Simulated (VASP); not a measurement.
Write the native input for VASP 6.6.1 that does the following.

```yaml
Task: single point
Functional: r2SCAN
Potentials_or_basis: VASP PAW PBE potentials, release 64 (Ba_sv, Zr_sv, O)
Cutoff: 520 eV
k_mesh: 10 × 10 × 4
Occupations: gaussian, width 0.1 eV
Spin: no spin polarisation
Further_INCAR_settings: ALGO = Normal; EDIFF = 1e-06
```

The structure of BaZr2O3 lies in POSCAR:

```
BaZr2O3                                 
1.0
    3.3913537478      0.0000000000      0.0000000000
   -1.6956768739      2.9369984978      0.0000000000
    0.0000000000      0.0000000000      8.7815281331
  Ba              Zr              O             
     1     2     3
Direct
     0.0000000000000000    0.0000000000000000    0.0000000000000000
     0.3333333300000021    0.6666666699999979    0.3609193634567274
     0.6666666699999979    0.3333333300000021    0.6390806365432726
     0.0000000000000000    0.0000000000000000    0.5000000000000000
     0.6666666699999979    0.3333333300000021    0.2293362601643364
     0.3333333300000021    0.6666666699999979    0.7706637398356636
```

The cell was built by a generator and needn't be a form met in nature.

One way to write it, as run:

INCAR

```
PREC = Accurate
ENCUT = 520
EDIFF = 1E-6
ISMEAR = 0
SIGMA = 0.1
LREAL = F
LASPH = T
NELM = 150
ALGO = Normal
ISIF = 2
LWAVE = F
LCHARG = F
METAGGA = R2SCAN
LMIXTAU = T
KPAR = 4
```

KPOINTS

```
regular mesh
0
Gamma
  10 10 4
```

Potentials or basis: VASP PAW PBE potentials, release 64 (Ba_sv, Zr_sv, O).

The run is started by

```console
$ cat potpaw_PBE.64/Ba_sv/POTCAR potpaw_PBE.64/Zr_sv/POTCAR potpaw_PBE.64/O/POTCAR > POTCAR
$ mpirun -np 4 vasp_std > vasp.out
```

Results of the run:

```
Pressure               : -2.1 GPa
Largest force          : 0.128 eV/Å
Band gap on the k mesh : none (metal or under the smearing width)
```

Caveat: the PAW data sets were made with another functional, which shifts forces and pressure a little.

It took 3.4 min on 4 MPI ranks on Intel(R) Xeon(R) Platinum 8488C (Sapphire Rapids), with other jobs on the host, peak memory 0.31 GiB a rank.
